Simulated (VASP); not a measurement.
# TiO₂: band gap, by RSMBJ

TiO₂, I4_1/amd (no. 141), 6 atoms in the cell. LMBJ; PAW potentials Ti_sv, O (PBE set).

| RSMBJ | Gap on the mesh (eV) | Time (s) |
|---|---|---|
| 4.0 | 3.34 | 255 |
| 5.0 | 3.34 | 251 |
| 7.0 | 3.34 | 251 |
| 10.0 | 3.34 | 200 |

## Input of the first row

INCAR.step1:
```
SYSTEM = TiO2
PREC = Accurate ; ENCUT = 520
EDIFF = 1E-5 ; ISMEAR = 0
SIGMA = 0.02 ; LREAL = .False.
LASPH = .True. ; GGA_COMPAT = .False.
ALGO = Normal ; NELM = 150
ISIF = 2 ; LWAVE = .True.
LCHARG = .False. ; GGA = PE
NBANDS = 33 ; KPAR = 4
```

INCAR.step2:
```
SYSTEM = TiO2
PREC = Accurate ; ENCUT = 520
EDIFF = 1E-6 ; ISMEAR = 0
SIGMA = 0.02 ; LREAL = .False.
LASPH = .True. ; GGA_COMPAT = .False.
ALGO = Normal ; NELM = 300
ISIF = 0 ; LWAVE = .False.
LCHARG = .False. ; ISTART = 1
METAGGA = LMBJ ; RSMBJ = 4.0
NBANDS = 33 ; LMIXTAU = .True.
KPAR = 4
```

KPOINTS:
```
k-points
0
Gamma
  8 8 8
```

KPOINTS_OPT:
```
path GXYSGZS1NPY1Z,XP
10
line-mode
reciprocal
 0.0000000000  0.0000000000  0.0000000000  G
 0.0000000000  0.0000000000  0.5000000000  X

 0.0000000000  0.0000000000  0.5000000000  X
-0.0790928267  0.0790928267  0.5000000000  Y

-0.0790928267  0.0790928267  0.5000000000  Y
-0.2895464134  0.2895464134  0.2895464134  S

-0.2895464134  0.2895464134  0.2895464134  S
 0.0000000000  0.0000000000  0.0000000000  G

 0.0000000000  0.0000000000  0.0000000000  G
 0.5000000000  0.5000000000 -0.5000000000  Z

 0.5000000000  0.5000000000 -0.5000000000  Z
 0.2895464134  0.7104535866 -0.2895464134  S1

 0.2895464134  0.7104535866 -0.2895464134  S1
 0.0000000000  0.5000000000  0.0000000000  N

 0.0000000000  0.5000000000  0.0000000000  N
 0.2500000000  0.2500000000  0.2500000000  P

 0.2500000000  0.2500000000  0.2500000000  P
 0.5000000000  0.5000000000 -0.0790928267  Y1

 0.5000000000  0.5000000000 -0.0790928267  Y1
 0.5000000000  0.5000000000 -0.5000000000  Z

 0.0000000000  0.0000000000  0.5000000000  X
 0.2500000000  0.2500000000  0.2500000000  P
```

POSCAR:
```
TiO2
1.0
   -1.8921000000      1.8921000000      4.7573000000
    1.8921000000     -1.8921000000      4.7573000000
    1.8921000000      1.8921000000     -4.7573000000
Ti O
2 4
Direct
    0.7500000000      0.2500000000      0.5000000000
    0.0000000000      0.0000000000      0.0000000000
    0.7919000000      0.7919000000      0.0000000000
    0.5419000000      0.0419000000      0.5000000000
    0.9581000000      0.4581000000      0.5000000000
    0.2081000000      0.2081000000      0.0000000000
```

Commands (each step's output is kept before the next begins):
```
cat potpaw_PBE.64/Ti_sv/POTCAR potpaw_PBE.64/O/POTCAR > POTCAR
cp INCAR.step1 INCAR
mpirun -np 4 vasp_std > vasp.out
cp INCAR.step2 INCAR
mpirun -np 4 vasp_std > vasp.out
```

Changes of the last row against the first:
```
(step 2)
- RSMBJ = 4.0
+ RSMBJ = 10.0
```

VASP 6.6.1 took 255 s on 4 cores (Intel Xeon 6975P-C (Granite Rapids)), a shared host.
